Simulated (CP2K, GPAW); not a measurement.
Given: the input of a run of GPAW 26.7.0 (ASE script) on TiO2. The cell is a database's computed one, not the measured one.

Contents of run.py:

```python
from ase.dft.bandgap import bandgap
from ase.io import read, write
from ase.units import Bohr, GPa
from gpaw import GPAW, PW
from gpaw.elf import elf_from_dft_calculation

atoms = read('POSCAR')

calc = GPAW(mode=PW(800),
            xc='PBE',
            kpts={'size': (6, 6, 9), 'gamma': True},
            occupations={'name': 'methfessel-paxton', 'order': 0, 'width': 0.012},
            nbands=43,
            convergence={'density': 1e-05, 'energy': 1e-05},
            maxiter=150,
            txt='gpaw.txt')
atoms.calc = calc
energy = atoms.get_potential_energy()
forces = atoms.get_forces()
stress = atoms.get_stress()
calc.write('gs.gpw')
write('result.traj', atoms)
print(f'Energy: {energy:.6f} eV')
print('Forces (eV/A):')
print(forces.round(4))
print('Stress (GPa):', (stress / GPa).round(3))
print('Fermi level:', round(calc.get_fermi_level(), 4), 'eV')
print(f'Gap: {bandgap(calc)[0]:.4f} eV, direct: {bandgap(calc, direct=True)[0]:.4f} eV')

# fields on the real-space grid
write('density.cube', atoms, data=calc.get_pseudo_density() * Bohr**3)
write('potential.cube', atoms, data=calc.get_electrostatic_potential())
write('elf.cube', atoms, data=elf_from_dft_calculation(calc).data)
```

The input POSCAR:

```
TiO2
1.0
    4.5998373239      0.0000000000      0.0000000000
    0.0000000000      4.5998373239      0.0000000000
    0.0000000000      0.0000000000      2.9592135600
Ti O
2 4
Direct
    0.0000000000      0.0000000000      0.5000000000
    0.5000000000      0.5000000000      0.0000000000
    0.3043213200      0.3043213200      0.5000000000
    0.1956786800      0.8043213200      0.0000000000
    0.8043213200      0.1956786800      0.0000000000
    0.6956786800      0.6956786800      0.5000000000
```

Potentials or basis: GPAW PAW data sets (gpaw-data 1.2.1), pw.

Command:

```sh
$ OMP_NUM_THREADS=1 python run.py
```

Translate it to CP2K 2026.2. Potentials or basis there: POTENTIAL_UZH Ti GTH-PBE-q12, O GTH-PBE-q6; TZVP-MOLOPT-PBE-GTH basis.

As run (cutoffs and basis follow the program's own potentials, and thresholds, step limits or extra output files can differ):

tio2_scf.inp

```
&GLOBAL
  PROJECT tio2_scf
  RUN_TYPE ENERGY_FORCE
  PRINT_LEVEL LOW
&END GLOBAL
&FORCE_EVAL
  METHOD QS
  STRESS_TENSOR ANALYTICAL
  &DFT
    BASIS_SET_FILE_NAME BASIS_MOLOPT_UZH
    POTENTIAL_FILE_NAME POTENTIAL_UZH
    &MGRID
      CUTOFF 600
      REL_CUTOFF 60
      NGRIDS 4
    &END MGRID
    &QS
      METHOD GPW
      EPS_DEFAULT 1.0E-10
    &END QS
    &KPOINTS
      SCHEME MONKHORST-PACK 6 6 9
      GAMMA_CENTERED T
      SYMMETRY T
      SYMMETRY_BACKEND SPGLIB
    &END KPOINTS
    &SCF
      SCF_GUESS ATOMIC
      EPS_SCF 1.0E-6
      MAX_SCF 100
      ADDED_MOS 24
      CHOLESKY OFF
      EPS_EIGVAL 1.0E-7
      &DIAGONALIZATION ON
        ALGORITHM STANDARD
      &END DIAGONALIZATION
      &MIXING ON
        METHOD BROYDEN_MIXING
        ALPHA 0.4
        BETA 1.5
        NBUFFER 8
      &END MIXING
      &SMEAR ON
        METHOD GAUSSIAN
        SIGMA [eV] 0.012
      &END SMEAR
    &END SCF
    &XC
      &XC_FUNCTIONAL
        &GGA_X_PBE
        &END GGA_X_PBE
        &GGA_C_PBE
        &END GGA_C_PBE
      &END XC_FUNCTIONAL
    &END XC
    &PRINT
      &KPOINTS ON
      &END KPOINTS
      &MULLIKEN ON
      &END MULLIKEN
      &MO ON
        ENERGIES T
        OCCUPATION_NUMBERS T
        &EACH
          QS_SCF 0
        &END EACH
        ADD_LAST NUMERIC
      &END MO
      &E_DENSITY_CUBE ON
        STRIDE 2
      &END E_DENSITY_CUBE
      &V_HARTREE_CUBE ON
        STRIDE 2
      &END V_HARTREE_CUBE
      &ELF_CUBE ON
        STRIDE 2
      &END ELF_CUBE
    &END PRINT
  &END DFT
  &SUBSYS
    &CELL
      A 4.5998373239 0.0000000000 0.0000000000
      B 0.0000000000 4.5998373239 0.0000000000
      C 0.0000000000 0.0000000000 2.9592135600
      PERIODIC XYZ
    &END CELL
    &COORD
      SCALED
      Ti  0.0000000000 0.0000000000 0.5000000000
      Ti  0.5000000000 0.5000000000 0.0000000000
      O   0.3043213200 0.3043213200 0.5000000000
      O   0.1956786800 0.8043213200 0.0000000000
      O   0.8043213200 0.1956786800 0.0000000000
      O   0.6956786800 0.6956786800 0.5000000000
    &END COORD
    &KIND Ti
      BASIS_SET TZVP-MOLOPT-PBE-GTH-q12
      POTENTIAL GTH-PBE-q12
    &END KIND
    &KIND O
      BASIS_SET TZVP-MOLOPT-PBE-GTH-q6
      POTENTIAL GTH-PBE-q6
    &END KIND
    &PRINT
      &ATOMIC_COORDINATES ON
      &END ATOMIC_COORDINATES
      &CELL ON
      &END CELL
    &END PRINT
  &END SUBSYS
  &PRINT
    &FORCES ON
    &END FORCES
    &STRESS_TENSOR ON
    &END STRESS_TENSOR
  &END PRINT
&END FORCE_EVAL
```

Potentials or basis: POTENTIAL_UZH Ti GTH-PBE-q12, O GTH-PBE-q6; TZVP-MOLOPT-PBE-GTH basis.

Launch:

```sh
$ OMP_NUM_THREADS=1 cp2k.psmp -i tio2_scf.inp -o tio2_scf.out
```

Both were run:

|  | GPAW | CP2K |
| --- | --- | --- |
| Pressure | 5.3 GPa | 5.2 GPa |

Pressure is positive in compression.
